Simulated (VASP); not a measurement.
Set up this calculation in VASP 6.6.1, as the native input.

```yaml
Task: single point
Functional: PBEsol
Potentials_or_basis: VASP PAW PBE potentials, release 64 (Zn, O)
Cutoff: 520 eV
k_mesh: 9 × 9 × 5
Occupations: fermi-dirac, width 0.05 eV
Spin: no spin polarisation
Ladder: free
Further_INCAR_settings: ALGO = Normal; EDIFF = 1e-07; NBANDS = 26
```

The structure of ZnO (zincite) lies in POSCAR:

```
ZnO
1.0
    3.2493080000      0.0000000000      0.0000000000
   -1.6246540000      2.8139832727      0.0000000000
    0.0000000000      0.0000000000      5.2057090000
Zn O
2 2
Direct
    0.6666666667      0.3333333333      0.0000000000
    0.3333333333      0.6666666667      0.5000000000
    0.3333333333      0.6666666667      0.8790100000
    0.6666666667      0.3333333333      0.3790100000
```

One way to write it, as run:

INCAR

```
SYSTEM = ZnO
PREC = Accurate
ENCUT = 520
EDIFF = 1E-7
ISMEAR = -1
SIGMA = 0.05
LREAL = .False.
LASPH = .True.
NELM = 80
ALGO = Normal
ISIF = 2
LWAVE = .False.
LCHARG = .False.
GGA = PS
NBANDS = 26
```

KPOINTS

```
regular mesh
0
Gamma
  9 9 5
  0 0 0
```

Potentials or basis: VASP PAW PBE potentials, release 64 (Zn, O).

Command:

```bash
$ cat potpaw_PBE.64/Zn/POTCAR potpaw_PBE.64/O/POTCAR > POTCAR
$ mpirun -np 1 vasp_std > vasp.out
```

It gave:

```
Pressure               : -0.5 GPa
Largest force          : 0.065 eV/Å
Band gap on the k mesh : 0.69 eV, direct
```

Caveat: the PAW data sets were made with another functional, which shifts forces and pressure a little.

Wall time 47 s on 1 thread of AMD EPYC 7R13 Processor (Zen 3) (shared host), peak memory 0.15 GiB.
